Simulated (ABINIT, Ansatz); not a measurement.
# SiC (P6_3mc): changed settings of a GW run in ABINIT, part 2 of 2

Aim: change inputs of a GW run on SiC (P6_3mc) and see what moves.

ABINIT 10.8.3; PBE and many-body steps on it, plane waves. Known limits of the many-body steps: not at the basis limit.

So far. Step 2 (Screening, 6×6×2 mesh, 232 bands, screening to 176.9 eV): Local fields lower ε∞ by 9 %. Step 3 (Base): The gap on the mesh goes from 2.23 eV to 2.91 eV, a correction of +0.68 eV.

**4. Broadening of the poles**

Level of this step: G0W0 on PBE, plane waves, norm-conserving pseudopotentials (ABINIT).

Contents of run.abi:

```
acell 3*1.0 Angstrom
rprim 
  3.075694149693 -0.000000000023 0.000000000000
  -1.537847074826 2.663629267917 0.000000000000
  0.000000000000 0.000000000000 10.070646480000
ntypat 2
znucl 14 6
natom 8
typat 1 1 1 1 2 2 2 2
xred 
  0.666666666667 0.333333333333 0.937841980000
  0.333333333333 0.666666666667 0.437841980000
  -0.000000000000 -0.000000000000 0.687894380000
  -0.000000000000 -0.000000000000 0.187894380000
  0.666666666667 0.333333333333 0.749802590000
  0.333333333333 0.666666666667 0.249802590000
  -0.000000000000 -0.000000000000 0.500460050000
  -0.000000000000 -0.000000000000 0.000460050000
pp_dirpath "pseudos"
pseudos "Si.upf, C.upf"
ecut 37
ngkpt 6 6 2
nshiftk 1
shiftk 0 0 0
kptopt 1
chksymbreak 0
istwfk *1
occopt 1
irdwfk 1
optdriver 4
nband 232
gwcalctyp 0
ecutsigx 37
symsigma 1
nkptgw 2
kptgw 
  0.0000000000 0.0000000000 0.0000000000
  0.5000000000 0.0000000000 0.0000000000
bdgw 
  15 18
  15 18
ecuteps 6.5
irdscr 1
ppmodel 1
zcut 0.01 eV
indata_prefix "in"
outdata_prefix "out"
tmpdata_prefix "tmp"
```

Started as:

```sh
$ OMP_NUM_THREADS=1 mpirun -n 16 abinit run.abi > log
```

What it wrote:

```text
.Version 10.8.3 of ABINIT. v10.8.2 released Aug 2026.

 Symmetries : space group P6_3 m c (#186); Bravais hP (primitive hexag.)
[... echo of the input left out ...]
== DATASET  1 ==================================================================
-   mpi_nproc: 16, omp_nthreads: 1 (-1 if OMP is not activated)

--- !DatasetInfo
iteration_state: {dtset: 1, }
dimensions: {natom: 8, nkpt: 14, mband: 232, nsppol: 1, nspinor: 1, nspden: 1, mpw: 6030, }
cutoff_energies: {ecut:  37.0, pawecutdg:  -1.0, }
electrons: {nelect:   3.20000000E+01, charge:   0.00000000E+00, occopt:   1.00000000E+00, tsmear:   1.00000000E-02, }

 SIGMA: Calculation of the GW corrections

 Based on a program developped by R.W. Godby, V. Olevano, G. Onida, and L. Reining.
 Incorporated in ABINIT by V. Olevano, G.-M. Rignanese, and M. Torrent.
.Using double precision arithmetic ; gwpc =  8

[... cell and pseudopotentials left out ...]
--------------------------------------------------------------------------------

 ==== K-mesh for the wavefunctions ====
 Number of points in the irreducible wedge :    14
[... list of points left out ...]
 Together with 12 symmetry operations and time-reversal symmetry
 yields    72 points in the full Brillouin Zone.

 ==== Q-mesh for screening function ====
 Number of points in the irreducible wedge :    14
[... list of points left out ...]
 Together with 12 symmetry operations and time-reversal symmetry
 yields    72 points in the full Brillouin Zone.

 vcoul_init : cutoff-mode = AUXILIARY_FUNCTION
 q-points for optical limit:   1
     1)      0.000010    0.000020    0.000030
 setmesh: FFT mesh size selected  =    27x   27x  108
          total number of points  =        78732

 Number of electrons calculated from density =   32.0000; Expected =   32.0000
[...]
number of omega for Sigma on real axis              0
 max omega for Sigma on real axis  [eV]           0.00
 zcut for avoiding poles [eV]                     0.01

 EPSILON^-1 parameters (SCR file):
 dimension of the eps^-1 matrix on file            447
 dimension of the eps^-1 matrix used               447
 number of plane-waves for wavefunctions          5975
 number of bands                                   232
 number of q-points in IBZ                          14
 number of frequencies                               2
 number of real frequencies                          1
 number of imag frequencies                          1

 matrix elements of self-energy operator (all in [eV])

 Perturbative Calculation

--- !SelfEnergy_ee
iteration_state: {dtset: 1, }
kpoint     : [   0.000,    0.000,    0.000, ]
spin       : 1
KS_gap     :    5.111
QP_gap     :    5.959
Delta_QP_KS:    0.848
data: !SigmaeeData |
     Band     E0 <VxcDFT>   SigX SigC(E0)      Z dSigC/dE  Sig(E)    E-E0       E
       15   6.937 -14.981 -17.499   2.058   0.794  -0.259 -15.347  -0.365   6.572
       16   6.937 -14.981 -17.499   2.058   0.794  -0.259 -15.347  -0.365   6.572
       17  12.049 -12.155  -6.942  -4.616   0.807  -0.238 -11.673   0.483  12.531
[...]
--- !SelfEnergy_ee
iteration_state: {dtset: 1, }
kpoint     : [   0.500,    0.000,    0.000, ]
spin       : 1
KS_gap     :    3.353
QP_gap     :    4.183
Delta_QP_KS:    0.829
data: !SigmaeeData |
     Band     E0 <VxcDFT>   SigX SigC(E0)      Z dSigC/dE  Sig(E)    E-E0       E
[...]
17   9.166 -10.884  -6.598  -3.902   0.819  -0.221 -10.569   0.315   9.481
       18   9.297 -10.661  -6.270  -4.016   0.821  -0.218 -10.353   0.308   9.604

== END DATASET(S) ==============================================================
================================================================================

 -outvars: echo values of variables after computation  --------
           etotal      0.0000000000E+00
            nband         232
             nkpt          14
          spgroup         186
 [... the other variables as echoed above ...]

 Calculation completed.
```

Wall time 47 s (16 MPI ranks of Arm Neoverse N1, shared host); peak memory 6.8 GiB; 13 min of CPU time.

This step gave:

* G0W0 gap on the points computed: 2.909 eV
* starting gap on the mesh: 2.228 eV
* k of the valence top: 0, 0, 0
* k of the conduction bottom: 0.5, 0, 0
* Z at the valence top: 0.794
* Z at the conduction bottom: 0.819
* least direct G0W0 gap on the computed points: 4.183 eV

Against G0W0 in ABINIT (6×6×2 mesh, 232 bands, screening to 176.9 eV, Godby-Needs plasmon pole), the gap moves by +0.000 eV.

**5. Unknown plasmon-pole model**

Edit run.abi of step 4 so:

```diff
@@ -43,4 +43,3 @@
 irdscr 1
-ppmodel 1
-zcut 0.01 eV
+ppmodel 7
 indata_prefix "in"
```

What it wrote:

```text
.Version 10.8.3 of ABINIT. v10.8.2 released Aug 2026.

 Symmetries : space group P6_3 m c (#186); Bravais hP (primitive hexag.)
================================================================================
 Values of the parameters that define the memory need of the present run
     intxc =       0    ionmov =       0      iscf =       7    lmnmax =       6
     lnmax =       6     mgfft =     108  mpssoang =       3    mqgrid =    5212
     natom =       8  nloc_mem =       1    nspden =       1   nspinor =       1
    nsppol =       1      nsym =      12    n1xccc =    2501    ntypat =       2
    occopt =       1   xclevel =       2
-    mband =         232        mffmem =           1         mkmem =           1
       mpw =        6030          nfft =      110592          nkpt =          14
================================================================================
  Rough estimation (10% accuracy) of disk space for files :
================================================================================

--------------------------------------------------------------------------------
------------- Echo of variables that govern the present computation ------------
--------------------------------------------------------------------------------
 -outvars: echo values of preprocessed input variables --------
            acell      1.8897261259E+00  1.8897261259E+00  1.8897261259E+00 Bohr

             bdgw          15      18      15      18
      chksymbreak           0
             ecut      3.70000000E+01 Hartree
          ecuteps      6.50000000E+00 Hartree
         ecutsigx      3.70000000E+01 Hartree
          ecutwfn      3.70000000E+01 Hartree
-          fftalg         312
           irdscr           1
           irdwfk           1

[...]
3)     3.33333333E-01  0.00000000E+00  0.00000000E+00       0.08333
[...]
Together with 12 symmetry operations and time-reversal symmetry
 yields    72 points in the full Brillouin Zone.

 ==== Q-mesh for screening function ====
 Number of points in the irreducible wedge :    14
 Reduced coordinates and weights :

[...]
13)     3.33333333E-01  1.66666667E-01  5.00000000E-01       0.16667
    14)     3.33333333E-01  3.33333333E-01  5.00000000E-01       0.02778

 Together with 12 symmetry operations and time-reversal symmetry
 yields    72 points in the full Brillouin Zone.

 vcoul_init : cutoff-mode = AUXILIARY_FUNCTION
 q-points for optical limit:   1
     1)      0.000010    0.000020    0.000030
 setmesh: FFT mesh size selected  =    27x   27x  108
          total number of points  =        78732

 Number of electrons calculated from density =   32.0000; Expected =   32.0000
 average of density, n =  0.057475
 r_s =    1.6075
 omega_plasma =   23.1257 [eV]

--- !BUG
message: |
    Wrong ppm%model: 7

--- !BUG
message: |
    Wrong ppm%model: 7

--- from the log ---
Wrong ppm%model: 7
#5  0xad7326bace13 in ???
#6  0x5f5aec926573 in __libc_start_call_main
#7  0x5f5aec926657 in __libc_start_main_impl
#8  0xad7326ba206f in ???
#9  0xffffffffffffffff in ???
#1  0xb0d6b8155397 in ???
#2  0xb0d6b7b8c7ab in ???
#3  0xb0d6b7aeb927 in ???
#4  0xb0d6b7ad651f in ???
#5  0xb0d6b7adce13 in ???
#6  0x4d6105196573 in __libc_start_call_main
#7  0x4d6105196657 in __libc_start_main_impl
#8  0xb0d6b7ad206f in ???
#9  0xffffffffffffffff in ???
#1  0xb9320fe75397 in ???
#2  0xb9320f8ac7ab in ???
#3  0xb9320f80b927 in ???
#4  0xb9320f7f651f in ???
#5  0xb9320f7fce13 in ???
#6  0x532ebb266573 in __libc_start_call_main
#7  0x532ebb266657 in __libc_start_main_impl
#8  0xb9320f7f206f in ???
#9  0xffffffffffffffff in ???
#6  0x5bdb5e876573 in __libc_start_call_main
#7  0x5bdb5e876657 in __libc_start_main_impl
#8  0xad349f84206f in ???
#9  0xffffffffffffffff in ???
#1  0xb44eb51a5397 in ???
#2  0xb44eb4bdc7ab in ???
#3  0xb44eb4b3b927 in ???
#4  0xb44eb4b2651f in ???
#5  0xb44eb4b2ce13 in ???
#6  0x4f2a89566573 in __libc_start_call_main
```

Wall time 5.4 s (16 MPI ranks); peak memory 0.7 GiB.

The run stopped with an error after 5.4 s.

The program's words: Wrong ppm%model: 7 #6  0x5f5aec926573 in __libc_start_call_main #7  0x5f5aec926657 in __libc_start_main_impl #6  0x4d6105196573 in __libc_start_call_main #7  0x4d6105196657 in __libc_start_main_impl #6  0x532ebb266573 in __libc_start_call_main #7  0x532ebb266657 in __libc_start_main_impl #6  0x5bdb5e876573 in __libc_start_call_main #7  0x5bdb5e876657 in __libc_start_main_impl #6  0x4f2a89566573 in

The fault put into this input: unknown plasmon-pole model.

**6. Side by side**

Times are wall times on 16 MPI ranks of Arm Neoverse N1, shared host, good to a factor of about two. A run's time includes the screening step that it read.

```csv
run,mesh,bands,screening cutoff (eV),DFT gap (eV),gap on the mesh (eV),direct (eV),ε∞ used,time
base,6×6×2,232,176.9,2.228,2.909,4.183,6.96,11 min
broadening of the poles,6×6×2,232,176.9,2.228,2.909,4.183,6.96,11 min
```

**7. Outcome**

| Property | Result |
| --- | --- |
| base | 2.909 eV |
| broadening of the poles | 2.909 eV |
| known limits | not at the basis limit |

What this shows: Broadening of the poles: no change against base (keys changed: zcut). Bands and cutoff are finite, so the gap is not at the basis limit. The miss can reach some tenths of an eV and take either sign; the mesh is an error of its own. In the G0W0 runs levels were corrected at 2 k points alone, so a gap called «on the mesh» is the least over those, and an edge elsewhere would be missed.

[Paths, hosts, dates, memory and timing lines, banners, echoed tables and standing remarks are left out of the program output.]

[Logs are printed without paths, hosts, clocks, repeated set-up lines and the standing remarks that a program may print on its own settings, such as how far it seeks lower states.]

[Runs of the session that timed out or met a known fault of the program may be left out.]

[Hosts, paths, dates, database ids (printed as entryN), source tags and the programs' standing remarks are cut or masked in the printed files.]

[G0W0 gaps are taken among the corrected bands and points alone; a level outside them can change the order at an edge.]

[Where Ansatz stands beside ABINIT at settings called matched, ABINIT's density can come from a denser mesh and the files from another edition; pairs whose starting gaps differed by over 0.03 eV were left out, so agreement reads better than it is.]
